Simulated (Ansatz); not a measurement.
Runs of Ansatz 0.2.0 on HfO2. It takes space group Fm-3m (No. 225, cubic). The conventional cell has a = 5.115 Å, b = 5.115 Å, c = 5.115 Å, α = 90.00°, β = 90.00°, γ = 90.00°. Hf (site symmetry m-3m) has 8 O at 2.21 Å as nearest neighbours. Around O (site symmetry -43m) lie 4 Hf at 2.21 Å. Measurements of this composition are mostly on another form, of space group No. 14.

| task | level | potentials or basis | spin | U | fixed moment (μB) | cell | k mesh | cutoff (eV) | smearing | start of the occupations | double counting | hubbard projectors | kpoints mp grid shift | basis error allowed | other keys | gap on the mesh (eV) | pressure (GPa) | moment (μB) |
| --- | --- | --- | --- | --- | --- | --- | --- | --- | --- | --- | --- | --- | --- | --- | --- | --- | --- | --- |
| atomic charges | RPBE-LYP | all-electron LAPW, inner shells corrected to Dirac's equation | non-collinear, random start | - | - | as given | 7 × 7 × 7 | 371 | fermi-dirac 0.15 eV | - | - | - | - | 0.001 eV/atom | - | 3.99 | (b) | 0.00 |
| single point | PBE | all-electron LAPW, scalar-relativistic | off | - | - | as given | 6 × 6 × 6 | 343 | fermi-dirac 0.02 eV | - | - | - | - | 0.002 eV/atom | - | 3.71 | (a) | - |
| single point | PBEsol+D4+U | all-electron LAPW, relativistic spinors | SOC, no magnetisation | Hf d U = 7 eV | - | as given | 7 × 7 × 7 | 372 | methfessel-paxton 0.15 eV | auto | fll | atomic | [0.5, 0.5, 0.5] | 0.001 eV/atom | kpoints.mp_grid.shift = [0.5, 0.5, 0.5] | 4.97 | -4.4 | - |
| relaxation of the atoms | PBE+D4+U | all-electron LAPW, scalar-relativistic | collinear, ferromagnetic start | Hf d U = 3.5 eV | - | atoms relaxed from: cell strained at random at fixed volume | 7 × 7 × 7 | - | fermi-dirac 0.1 eV | random | fll | ortho-atomic | - | 0.001 eV/atom | - | 4.40 | -0.5 | 0.00 |

Q: Fill in the values left out.

A: (a) -2.5; (b) 9.6.

Caveats: spin-orbit coupling is left out, which moves the levels of the heavy elements (some runs); an odd mesh through Γ misses points on the zone boundary, where band edges often lie (some runs); the starting moments weren't kept (some runs); U is the effective U less J, on atomic orbitals that reach past the spheres (some runs); the typed start of the occupations wasn't kept (some runs).

A k mesh can miss the band edges, and rows without SOC leave out spin-orbit coupling on Hf.

The runs don't all hold the same shells in valence.
